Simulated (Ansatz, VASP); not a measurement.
# One calculation of Se, two programs

```
Se
1.0
     5.52488    3.18979    1.87156
    -5.52488    3.18979    1.87156
     0.00000   -6.37959    1.87156
Se
6
Direct
  0.26581 0.13827 0.88570
  0.88570 0.26581 0.13827
  0.13827 0.88570 0.26581
  0.73419 0.86173 0.11430
  0.11430 0.73419 0.86173
  0.86173 0.11430 0.73419
```

Alike in both runs: task relaxation of cell and atoms; functional PBE; k mesh 6 × 6 × 6; occupations gaussian, width 0.02 eV; no spin polarisation.

|  | VASP | Ansatz |
| --- | --- | --- |
| version | VASP 6.6.1 | Ansatz 0.2.0 |
| potentials or method | VASP PAW PBE potentials, release 64 (Se) | scalar-relativistic, plane waves, PAW |
| plane-wave cutoff (eV) | 600 | 420 |
| valence electrons in the cell | 36 | 96 |

|  | VASP | Ansatz | Ansatz less VASP |
| --- | --- | --- | --- |
| gap on the k mesh at the Fermi level, each at its own relaxed structure (eV) | 1.57 | 1.58 | +0.008 |
| relaxed volume (Å³/atom) | 33.02 | 32.98 | -0.041 |
| relaxed cell length with the largest relative difference (Å) | 6.652 | 6.648 | -0.0031 |

The two sets of potentials don't hold the same shells in valence.

A k mesh can miss the band edges. Expect the measured gap to be larger: semilocal functionals such as PBE lack the derivative discontinuity.
